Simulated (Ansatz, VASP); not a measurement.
**SiC: VASP beside Ansatz**

```
Si C
1.0
     0.00000    2.17400    2.17400
     2.17400    0.00000    2.17400
     2.17400    2.17400    0.00000
Si C
1 1
Cartesian
  0.0000 0.0000 0.0000
  1.0870 1.0870 1.0870
```

Alike in both runs: task single point; functional PBE; k mesh 6 × 6 × 6; occupations gaussian, width 0.1 eV; no spin polarisation.

|  | VASP | Ansatz |
| --- | --- | --- |
| version | VASP 6.6.1 | Ansatz 0.2.0 |
| potentials or method | VASP PAW PBE potentials, release 64 (Si, C) | scalar-relativistic, plane waves, PAW |
| plane-wave cutoff (eV) | 520 | 420 |
| valence electrons in the cell | 8 | 8 |

VASP gave:

| Item | Value |
| --- | --- |
| gap on the k mesh at the Fermi level (eV) | 1.34 |
| least direct gap on the mesh (eV) | 4.54 |
| pressure (GPa) | 4.8 |

Question: Estimate Ansatz's values.

Answer: gap on the k mesh at the Fermi level (eV): 1.35; least direct gap on the mesh (eV): 4.55; pressure (GPa): 4.9.

The functional is the same, so the differences come from potentials, cutoffs and numerics.

A k mesh can miss the band edges. As with any semilocal functional, this PBE gap is likely too small.
